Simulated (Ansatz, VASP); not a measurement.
# Cross-check of Zn36HO36 (bond-centred H+ along c in ZnO) between VASP and Ansatz

Aim: how closely do two programs agree when they are given the same cell, functional and k mesh? The cell is taken from a series of runs on this material, whose earlier steps may have relaxed, scaled, displaced or heated it; both programs get it as it stands.

Method: plane waves, with VASP 6.6.1 beside it; single point at HSE06, in Ansatz 0.2.0.

**1. The structure**

The cell holds 73 atoms: 36 Zn, 36 O and 1 H. Its edges and angles: a = 9.839 Å, b = 9.839 Å, c = 10.587 Å, α = 90.0°, β = 90.0°, γ = 120.0°. It derives from ZnO (ZnO (P6_3mc)). Nearest the centre at fractional (0.444, 0.556, 0.368): H73 at 0.06 Å, O54 at 1.05 Å, Zn17 at 2.11 Å, Zn20 at 2.52 Å, Zn8 at 2.52 Å, Zn24 at 2.52 Å, O41 at 2.74 Å, O53 at 2.74 Å. The cell carries charge +1.

**2. VASP: single point, HSE06**

With cell and atoms fixed, the geometry can't cause a difference; cores, projectors, grids and the points listed under the comparison can.

Lines of VASP's logs that name or quote its potential files are left out, and so is its time.

The run reads the wave functions of an earlier VASP run, which isn't shown here.

The input, INCAR:

```
SYSTEM = Zn36HO36
PREC = Accurate
ENCUT = 520
EDIFF = 1E-06
NELM = 100
ISMEAR = -1
SIGMA = 0.01
LREAL = Auto
ALGO = Normal
LHFCALC = .TRUE.
AEXX = 0.25
GGA = PE
HFSCREEN = 0.208
LASPH = .TRUE.
NELECT = 648
NBANDS = 375
PRECFOCK = Fast
LORBIT = 11
LWAVE = .FALSE.
LCHARG = .FALSE.
ISIF = 2
```

The input, POSCAR:

```
Zn36HO36
1.0
    9.8385599212      0.0000000000      0.0000000000
   -4.9192799606      8.5204428284      0.0000000000
    0.0000000000      0.0000000000     10.5865020882
Zn O H
36 36 1
Direct
    0.1114790465      0.2223181180      0.2501246226
    0.2215626002      0.1097404855      0.0010427948
    0.1091315738      0.2181348719      0.7498699698
    0.2219459968      0.1105218093      0.4994502963
    0.1114784845      0.5561421246      0.2501264210
    0.2084286911      0.4377041679      0.9906282340
    0.1091329348      0.5579744017      0.7498686810
    0.2072529352      0.4371132113      0.5108466055
    0.1112529124      0.8891171370      0.2496284661
    0.2215640370      0.7787999464      0.0010399517
    0.1112490429      0.8891139617      0.7500613751
    0.2219447857      0.7784005793      0.4994486351
    0.4442250892      0.2223116116      0.2501185871
    0.5563685712      0.1116740330      0.0016258229
    0.4423838921      0.2181393560      0.7498555381
    0.5561285855      0.1115501137      0.4987798979
    0.4446157176      0.5558060367      0.1695281190
    0.5626681862      0.4376955518      0.9906155002
    0.4445754661      0.5557760575      0.7560174718
    0.5632107017      0.4371314171      0.5108129117
    0.4442245565      0.8888953363      0.2501181327
    0.5626721436      0.7919590159      0.9906102181
    0.4423844540      0.8912188171      0.7498481785
    0.5632051909      0.7930410021      0.5108002048
    0.7779141680      0.2224461159      0.2499670006
    0.8886911244      0.1116766633      0.0016331224
    0.7779128800      0.2224454639      0.7499942131
    0.8887887302      0.1115472294      0.4987863322
    0.7780605346      0.5561443670      0.2501246566
    0.8886896252      0.4439926650      0.0016364410
    0.7822126354      0.5579730533      0.7498501043
    0.8887900332      0.4442163128      0.4987891414
    0.7780622628      0.8888985349      0.2501223085
    0.8906135426      0.7787964135      0.0010323624
    0.7822109027      0.8912165135      0.7498443780
    0.8898348702      0.7784050519      0.4994461781
    0.2226808031      0.1119762287      0.1900882796
    0.1120459229      0.2239096118      0.4398347397
    0.2220383179      0.1107008430      0.6882551953
    0.1091074931      0.2184482790      0.9383316586
    0.2190404885      0.4430118822      0.1837781560
    0.1120462322      0.5551114117      0.4398362435
    0.2223042218      0.4446406778      0.6972525040
    0.1091058863      0.5576371281      0.9383308208
    0.2226803265      0.7776849740      0.1900873996
    0.1112453899      0.8891116283      0.4386581955
    0.2220366754      0.7783148629      0.6882530330
    0.1112470290      0.8891123829      0.9392598520
    0.5554180257      0.1112002892      0.1904846690
    0.4452320368      0.2239124129      0.4398274974
    0.5562299927      0.1116041362      0.6878063095
    0.4427242411      0.2184435258      0.9383171930
    0.5573783009      0.4429957788      0.1837596544
    0.4445384455      0.5557481884      0.4673951390
    0.5557077515      0.4446450839      0.6972276154
    0.4445911563      0.5557873588      0.9531522526
    0.5573849991      0.7813777235      0.1837509884
    0.4452306097      0.8882916616      0.4398259542
    0.5557062585      0.7780358499      0.6972174441
    0.4427247284      0.8912618465      0.9383097749
    0.8891728021      0.1112058339      0.1904911210
    0.7779048408      0.2224396840      0.4390316262
    0.8887547810      0.1116048753      0.6878105856
    0.7779170784      0.2224485584      0.9397458769
    0.8891705867      0.4449465092      0.1904942729
    0.7764331731      0.5551160970      0.4398327571
    0.8887540168      0.4441277514      0.6878127127
    0.7819198586      0.5576354843      0.9383134555
    0.8883925862      0.7776860106      0.1900840977
    0.7764328422      0.8882905443      0.4398293300
    0.8896614065      0.7783187254      0.6882489713
    0.7819223935      0.8912653230      0.9383073039
    0.4444155495      0.5556536777      0.3632142695
```

The input, KPOINTS:

```
Automatic mesh
0
Gamma
1 1 1
0 0 0
```

The projector-augmented-wave data sets are Zn, O and H (PBE family, release 64).

The run is started by

```sh
$ export OMP_NUM_THREADS=3
$ mpirun -np 1 vasp_gam
```

Numbers of over 12 decimals in the logs are rounded to 6 here.

The program printed:

```text
[banner, memory and clock lines left out]
running    1 mpi-ranks, on    1 nodes
[...]
Offloading initialized ...    1 GPUs detected
[...]
LDA part: xc-table for (Slater+PW92), standard interpolation
 found WAVECAR, reading the header
 POSCAR, INCAR and KPOINTS ok, starting setup
[...]
reading WAVECAR
 the WAVECAR file was read successfully
 initial charge from wavefunction
 entering main loop
       N       E                     dE             d eps       ncg     rms          rms(c)
DAV:   1    -0.412842383189E+03   -0.41284E+03   -0.25899E+01   940   0.452E+01    0.103E+01
DAV:   2    -0.412773849923E+03    0.68533E-01   -0.12602E+01   932   0.153E+01    0.344E+00
DAV:   3    -0.412816362019E+03   -0.42512E-01   -0.10598E+00  1044   0.458E+00    0.191E+00
DAV:   4    -0.412822478720E+03   -0.61167E-02   -0.17264E-01   820   0.110E+00    0.107E+00
[...]
DAV:  13    -0.412813752278E+03    0.21094E-05   -0.75724E-07   493   0.752E-03    0.106E-02
DAV:  14    -0.412813751093E+03    0.11859E-05   -0.16812E-06   517   0.426E-03    0.658E-03
DAV:  15    -0.412813750402E+03    0.69088E-06   -0.53040E-07   453   0.314E-03
   1 F= -.41281375E+03 E0= -.41281375E+03  d E =-.957768E-15
```

From OUTCAR (step 2):

```text
  FREE ENERGIE OF THE ION-ELECTRON SYSTEM (eV)
  ---------------------------------------------------
  free  energy   TOTEN  =      -412.8137504016 eV

  energy  without entropy=     -412.8137504016  energy(sigma->0) =     -412.81375040
```

The run ends at a pressure of -3.42 GPa, with forces up to 4.5 eV/Å.

[end of part 1 of 2]

[Lines on the potential files, build, host, timing and source positions are cut from VASP's logs without a mark.]

[Logs are printed without paths, hosts, clocks, repeated set-up lines and the standing remarks that a program may print on its own settings, such as how far it seeks lower states.]

[Hosts, paths, dates, database ids (printed as entryN), source tags and the programs' standing remarks are cut or masked in the printed files.]
